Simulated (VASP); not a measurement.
# GaP (F-43m) in VASP: a series of runs

Aim: see how the results for GaP move with the level of theory and the settings. Levels: PBE, PBE0. Tasks: single point, relaxation of cell and atoms.

Program: VASP 6.6.1. These are calculated values, not measurements. Logs are shortened: lines on timing, memory, paths and dates and some standing lists are left out, and cuts for length are marked.

**Experimental background.**

“Stacking defects in GaP nanowires: Electronic structure and optical properties”, 2018, arxiv:1810.01194 quotes, for a bulk crystal of GaP at 10 K: band gap 2.34 eV (indirect).

How close the calculation comes is told below.

**1. The crystal as given**

The structure is cubic, space group F-43m (No. 216). Conventional cell: a = 5.451 Å, b = 5.451 Å, c = 5.451 Å, α = 90.00°, β = 90.00°, γ = 90.00°. Ga (site symmetry -43m) has 4 P at 2.36 Å as nearest neighbours. Around P (site symmetry -43m) lie 4 Ga at 2.36 Å.

**2. Single point, PBE**

Input file INCAR:

```
SYSTEM = GaP
PREC = Accurate ; ENCUT = 520
EDIFF = 1E-6 ; ISMEAR = 0
SIGMA = 0.014 ; LREAL = .FALSE.
LASPH = .TRUE. ; NELM = 60
ALGO = Fast ; ISIF = 2
LWAVE = .FALSE. ; LCHARG = .FALSE.
GGA = PE
```

Input file KPOINTS:

```
regular mesh
0
G
  8 8 8
  0 0 0
```

Input file POSCAR:

```
GaP
1.0
    0.0000000000      2.7252500000      2.7252500000
    2.7252500000      0.0000000000      2.7252500000
    2.7252500000      2.7252500000      0.0000000000
Ga P
1 1
Direct
    0.0000000000      0.0000000000      0.0000000000
    0.7500000000      0.7500000000      0.7500000000
```

Potentials or basis: VASP PAW PBE potentials, release 64 (Ga_d, P).

Command:

```bash
> cat potpaw_PBE.64/Ga_d/POTCAR potpaw_PBE.64/P/POTCAR > POTCAR
> mpirun -np 1 vasp_std > vasp.out
```

OUTCAR:

```text
SYSTEM = GaP
   PREC = Accurate
   ENCUT = 520
   EDIFF = 1E-6
   ISMEAR = 0
   LREAL = .FALSE.
   LASPH = .TRUE.
   NELM = 60
   ISIF = 2
   GGA = PE

 ion  position               nearest neighbor table
   1  0.000  0.000  0.000-   2 2.36   2 2.36   2 2.36   2 2.36
   2  0.750  0.750  0.750-   1 2.36   1 2.36   1 2.36   1 2.36

  LATTYP: Found a face centered cubic cell.
 ALAT       =     5.4505000000

  Lattice vectors:

 A1 = (   0.0000000000,   2.7252500000,   2.7252500000)
 A2 = (   2.7252500000,   0.0000000000,   2.7252500000)
 A3 = (   2.7252500000,   2.7252500000,   0.0000000000)

Analysis of symmetry for initial positions (statically):
=====================================================================
 Subroutine PRICEL returns:
 Original cell was already a primitive cell.

 Routine SETGRP: Setting up the symmetry group for a
 face centered cubic supercell.

 Subroutine GETGRP returns: Found 24 space group operations
 (whereof 24 operations were pure point group operations)
 out of a pool of 48 trial point group operations.

The static configuration has the point symmetry T_d .

Analysis of symmetry for dynamics (positions and initial velocities):
=====================================================================
 Subroutine PRICEL returns:
 Original cell was already a primitive cell.

 Routine SETGRP: Setting up the symmetry group for a
 face centered cubic supercell.

 Subroutine GETGRP returns: Found 24 space group operations
 (whereof 24 operations were pure point group operations)
 out of a pool of 48 trial point group operations.

The dynamic configuration has the point symmetry T_d .

 Subroutine INISYM returns: Found 24 space group operations
 (whereof 24 operations are pure point group operations),
 and found     1 'primitive' translations

----------------------------------------------------------------------------------------

                                     Primitive cell

  volume of cell :      40.4808

  direct lattice vectors                    reciprocal lattice vectors
     0.000000000  2.725250000  2.725250000    -0.183469406  0.183469406  0.183469406
     2.725250000  0.000000000  2.725250000     0.183469406 -0.183469406  0.183469406
     2.725250000  2.725250000  0.000000000     0.183469406  0.183469406 -0.183469406

  length of vectors
     3.854085511  3.854085511  3.854085511     0.317778334  0.317778334  0.317778334

  position of ions in fractional coordinates (direct lattice)
     0.000000000  0.000000000  0.000000000
     0.750000000  0.750000000  0.750000000

  ion indices of the primitive-cell ions
   primitive index   ion index
                 1           1
                 2           2

----------------------------------------------------------------------------------------

 KPOINTS: regular mesh

Automatic generation of k-mesh.
 Grid dimensions read from file:
 generate k-points for:    8    8    8

 Generating k-lattice:

  Cartesian coordinates                     Fractional coordinates (reciprocal lattice)
    -0.022933676  0.022933676  0.022933676     0.125000000  0.000000000  0.000000000
     0.022933676 -0.022933676  0.022933676     0.000000000  0.125000000  0.000000000
     0.022933676  0.022933676 -0.022933676     0.000000000  0.000000000  0.125000000

  Length of vectors
     0.039722292  0.039722292  0.039722292

  Shift w.r.t. Gamma in fractional coordinates (k-lattice)
     0.000000000  0.000000000  0.000000000

 Subroutine IBZKPT returns following result:
 ===========================================

 Found     29 irreducible k-points:

 Following reciprocal coordinates:
            Coordinates               Weight
  0.000000  0.000000  0.000000      1.000000
  0.125000  0.000000  0.000000      8.000000
  0.250000  0.000000  0.000000      8.000000
  0.375000  0.000000  0.000000      8.000000
  0.500000  0.000000  0.000000      4.000000
  0.125000  0.125000  0.000000      6.000000
[... 16 lines left out ...]
  0.500000  0.250000  0.125000     48.000000
 -0.375000  0.250000  0.125000     24.000000
 [... further k-points ...]
   k-points           NKPTS =     29   k-points in BZ     NKDIM =     29   number of bands    NBANDS=     13
   number of dos      NEDOS =    301   number of ions     NIONS =      2
   total plane-waves  NPLWV =  27000
   dimension x,y,z NGX =    30 NGY =   30 NGZ =   30
   dimension x,y,z NGXF=    60 NGYF=   60 NGZF=   60
   ions per type =               1   1
   NGX,Y,Z   is equivalent  to a cutoff of  12.94, 12.94, 12.94 a.u.
   NGXF,Y,Z  is equivalent  to a cutoff of  25.88, 25.88, 25.88 a.u.
 SYSTEM =  GaP
   PREC   = accura    normal or accurate (medium, high low for compatibility)
   ISTART =      0    job   : 0-new  1-cont  2-samecut
   ICHARG =      2    charge: 1-file 2-atom 10-const
   ISPIN  =      1    spin polarized calculation?
   LNONCOLLINEAR =      F non collinear calculations
   LSORBIT =      F    spin-orbit coupling
   LASPH  =      T    aspherical Exc in radial PAW
   ENCUT  =  520.0 eV  38.22 Ry    6.18 a.u.   7.17  7.17  7.17*2*pi/ulx,y,z
   NELM   =     60;   NELMIN=  2; NELMDL= -5     # of ELM steps
   EDIFF  = 0.1E-05   stopping-criterion for ELM
   LREAL  =      F    real-space projection
   EDIFFG = 0.1E-04   stopping-criterion for IOM
   NSW    =      0    number of steps for IOM
   IBRION =     -1    ionic relax: 0-MD 1-quasi-New 2-CG
   NFREE  =      0    steps in history (QN), initial steepest desc. (CG)
   ISIF   =      2    stress and relaxation
   ISYM   =      2    0-nonsym 1-usesym 2-fastsym
   POTIM  = 0.5000    time-step for ionic-motion
   TEBEG  =    0.0;   TEEND  =   0.0 temperature during run
   PSTRESS=    0.0 pullay stress
   NELECT =      18.0000    total number of electrons
   NUPDOWN=      -1.0000    fix difference up-down
   EMIN   =  10.00;   EMAX   =-10.00  energy-range for DOS
   EFERMI =   0.00;   METHOD = LEGACY
   ISMEAR =     0;   SIGMA  =   0.01  broadening in eV -4-tet -1-fermi 0-gaus
   EFERMI_NEDOS =   21; number of points for ismear=-14 and -15
   IALGO  =     68    algorithm
   IMIX   =      4    mixing-type and parameters
     AMIX     =   0.40;   BMIX     =  1.00
     AMIX_MAG =   1.60;   BMIX_MAG =  1.00
  volume/ion in A,a.u.               =      20.24       136.59
  Fermi-wavevector in a.u.,A,eV,Ry     =   1.249538  2.361284 21.243377  1.561344
  Thomas-Fermi vector in A             =   2.383574
   LORBIT       =      0    0 simple, 1 ext, 2 COOP (PROOUT), +10 PAW based schemes
   GGA     = PE    functional components
   LHFCALC =     F    Hartree Fock is set to
   AEXX    =    0.0000 exact exchange contribution
   IVDW    =     0    specifies the selected vdW correction
   LEPSILON=     F    determine dielectric tensor
   LRPA    =     F    only Hartree local field effects (RPA)
 non-spin polarized calculation
 RMM-DIIS sequential band-by-band and
 Gauss-broadening in eV      SIGMA  =   0.01
  energy-cutoff  :      520.00
  volume of cell :       40.48
 maximum number of plane-waves:      1106
 NGX is ok and might be reduce to    30
   NGX = 15   NGY = 15   NGZ = 15

 number of electron      17.9999989 magnetization

 Free energy of the ion-electron system (eV)
  ---------------------------------------------------
  ext. energy  EPLUGINS =         0.00000000
  ---------------------------------------------------
  free energy    TOTEN  =        -9.11612113 eV

  energy without entropy =       -9.11612113  energy(sigma->0) =       -9.11612113

 E-fermi :   4.7754     XC(G=0):  -9.8327

 val. band max:        4.6525443145   @ k =   0.0000   0.0000   0.0000
 cond. band min:       6.2943951147   @ k =   0.3750   0.3750   0.0000
 fundamental gap:      1.6418508002
 Fermi energy:         4.7754037259

 k-point     1 :       0.0000    0.0000    0.0000
  band No.  band energies     occupation
      1      -9.8982      2.00000
      2      -9.8982      2.00000
      3      -9.8982      2.00000
      4      -9.7986      2.00000
      5      -9.7986      2.00000
      6      -7.8392      2.00000
      7       4.6525      2.00000
      8       4.6525      2.00000
      9       4.6525      2.00000
     10       6.4790      0.00000
     11       8.5419      0.00000
     12       8.5419      0.00000
     13       8.5419      0.00000

 k-point     2 :       0.1250    0.0000    0.0000
  band No.  band energies     occupation
      1      -9.9120      2.00000
      2      -9.8936      2.00000
      3      -9.8936      2.00000
      4      -9.7986      2.00000
      5      -9.7986      2.00000
      6      -7.6368      2.00000
      7       3.0246      2.00000
      8       4.4230      2.00000
      9       4.4230      2.00000
     10       7.1033      0.00000
     11       8.8918      0.00000
     12       8.8918      0.00000
     13       9.1243      0.00000

 k-point     3 :       0.2500    0.0000    0.0000
  band No.  band energies     occupation
      1      -9.9421      2.00000
      2      -9.8835      2.00000
      3      -9.8835      2.00000
      4      -9.7973      2.00000
      5      -9.7973      2.00000
      6      -7.0632      2.00000
      7       0.7780      2.00000
      8       3.9904      2.00000
      9       3.9904      2.00000
     10       6.8093      0.00000
     11       9.3986      0.00000
     12       9.3986      0.00000
     13      11.0052      0.00000

 k-point     4 :       0.3750    0.0000    0.0000
  band No.  band energies     occupation
      1      -9.9693      2.00000
      2      -9.8759      2.00000
      3      -9.8759      2.00000
      4      -9.7935      2.00000
      5      -9.7935      2.00000
      6      -6.2634      2.00000
      7      -1.1137      2.00000
      8       3.6556      2.00000
      9       3.6556      2.00000
     10       6.4542      0.00000
     11       9.4447      0.00000
     12       9.4447      0.00000
     13      12.6751      0.00000

 k-point     5 :       0.5000    0.0000    0.0000
  band No.  band energies     occupation
      1      -9.9798      2.00000
      2      -9.8735      2.00000
      3      -9.8735      2.00000
      4      -9.7912      2.00000
      5      -9.7912      2.00000
      6      -5.7732      2.00000
      7      -1.9785      2.00000
      8       3.5352      2.00000
      9       3.5352      2.00000
     10       6.3251      0.00000
     11       9.3739      0.00000
     12       9.3739      0.00000
     13      12.9397      0.00000
[... 257 lines left out ...]
 k-point    22 :       0.3750    0.2500    0.1250
  band No.  band energies     occupation
      1      -9.9653      2.00000
      2      -9.8716      2.00000
      3      -9.8676      2.00000
      4      -9.8093      2.00000
      5      -9.7895      2.00000
      6      -6.5755      2.00000
      7       0.3051      2.00000
      8       2.2571      2.00000
      9       3.3841      2.00000
     10       7.9423      0.00000
     11       8.7486      0.00000
     12      10.0822      0.00000
     13      11.1888      0.00000

 k-point    23 :       0.5000    0.2500    0.1250
  band No.  band energies     occupation
      1      -9.9807      2.00000
      2      -9.8679      2.00000
      3      -9.8585      2.00000
      4      -9.8072      2.00000
      5      -9.7896      2.00000
      6      -5.8220      2.00000
      7      -1.0474      2.00000
      8       1.6170      2.00000
      9       2.9319      2.00000
     10       8.1258      0.00000
     11       9.1030      0.00000
     12      10.3490      0.00000
     13      11.7825      0.00000

 k-point    24 :      -0.3750    0.2500    0.1250
  band No.  band energies     occupation
      1      -9.9864      2.00000
      2      -9.8673      2.00000
      3      -9.8553      2.00000
      4      -9.8036      2.00000
      5      -9.7912      2.00000
      6      -5.3673      2.00000
      7      -1.7632      2.00000
      8       1.4606      2.00000
      9       2.7194      2.00000
     10       8.1096      0.00000
     11       8.9551      0.00000
     12      11.1116      0.00000
     13      12.5867      0.00000

 [... further k-points ...]
[... 5 lines left out ...]
  --------------------------------------------------------------------------------------
  -------------------------------------------------------------------------------------
  Total        0.6130041      0.6130041      0.6130041     -0.0000000      0.0000000     -0.0000000
  in kB       24.2619060     24.2619060     24.2619060     -0.0000000      0.0000000     -0.0000000
  external PRESSURE =      24.2619060 kB  Pullay stress =       0.0000000 kB

 VOLUME and BASIS-vectors are now :
 -----------------------------------------------------------------------------
  energy-cutoff  :      520.00
  volume of cell :       40.48
      direct lattice vectors                 reciprocal lattice vectors
     0.000000000  2.725250000  2.725250000    -0.183469406  0.183469406  0.183469406
     2.725250000  0.000000000  2.725250000     0.183469406 -0.183469406  0.183469406
     2.725250000  2.725250000  0.000000000     0.183469406  0.183469406 -0.183469406

 POSITION                                       TOTAL-FORCE (eV/Angst)
 -----------------------------------------------------------------------------------
      0.00000      0.00000      0.00000         0.000000      0.000000     -0.000000
      4.08788      4.08788      4.08788        -0.000000     -0.000000      0.000000
 -----------------------------------------------------------------------------------
    total drift:                               -0.000002     -0.000002     -0.000002

  FREE ENERGIE OF THE ION-ELECTRON SYSTEM (eV)
  ---------------------------------------------------
  free  energy   TOTEN  =        -9.1161211282 eV

  energy  without entropy=       -9.1161211282  energy(sigma->0) =       -9.11612113
```

It took 12 s on 1 thread of Intel Xeon Platinum 8488C (Sapphire Rapids), shared host; peak memory 0.16 GiB.

What came out:

- Free energy: -9.1161 eV
- Pressure: 2.4 GPa
- Band gap on the k mesh: 1.64 eV, indirect (least direct gap 1.83 eV)

Levels at points of the mesh, in eV from the valence-band top:
```csv
k point,band 5,band 6,band 7,band 8,band 9,band 10,band 11,band 12,band 13
"(0.00, 0.00, 0.00)",-14.45,-12.49,0.00,0.00,0.00,1.83,3.89,3.89,3.89
"(0.50, 0.00, 0.00)",-14.44,-10.43,-6.63,-1.12,-1.12,1.67,4.72,4.72,8.29
"(0.50, 0.50, 0.00)",-14.43,-9.53,-6.75,-2.68,-2.68,1.66,1.82,10.60,10.78
```

[end of part 1 of 2]
